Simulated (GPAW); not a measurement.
A run of GPAW 26.7.0:

run.py

```python
from ase import Atoms
from ase.dft.bandgap import bandgap
from ase.io import write
from ase.units import GPa
from gpaw import GPAW, PW

atoms = Atoms(['Cu', 'Cu', 'O', 'O'],
              cell=[[2.8795009639, 0.0, 0.0],
                    [0.039072758, 2.8792794796, 0.0],
                    [0.0174953863, 0.0172449008, 5.1763391994]],
              scaled_positions=[[0.0, 0.5, 0.0],
                                [0.5, 0.0, 0.5],
                                [0.99842397, 0.00167178, 0.7498871],
                                [0.00157603, 0.99832822, 0.2501129]],
              pbc=True)

calc = GPAW(mode=PW(600),
            xc='LDA',
            kpts={'size': (7, 7, 4), 'gamma': True},
            occupations={'name': 'fermi-dirac', 'width': 0.05},
            nbands=33,
            maxiter=120,
            txt='gpaw.txt')
atoms.calc = calc
energy = atoms.get_potential_energy()
forces = atoms.get_forces()
stress = atoms.get_stress()
calc.write('gs.gpw')
write('result.traj', atoms)
print(f'Energy: {energy:.6f} eV')
print('Forces (eV/A):')
print(forces.round(4))
print('Stress (GPa):', (stress / GPa).round(3))
print('Fermi level:', round(calc.get_fermi_level(), 4), 'eV')
print(f'Gap: {bandgap(calc)[0]:.4f} eV, direct: {bandgap(calc, direct=True)[0]:.4f} eV')
```

Potentials or basis: the program's PAW data sets (release 1.2.1) made for this functional, pw.

Command:

```sh
$ OMP_NUM_THREADS=1 python run.py
```

Hardware: 1 thread of Arm Neoverse V2 (shared host).

How long does it take, and how much memory?

Wall time 110 s on 1 thread of Arm Neoverse V2 (shared host), peak memory 0.24 GiB. Counts: scf iterations 11, plane waves 1447, bands 33, k points 99.
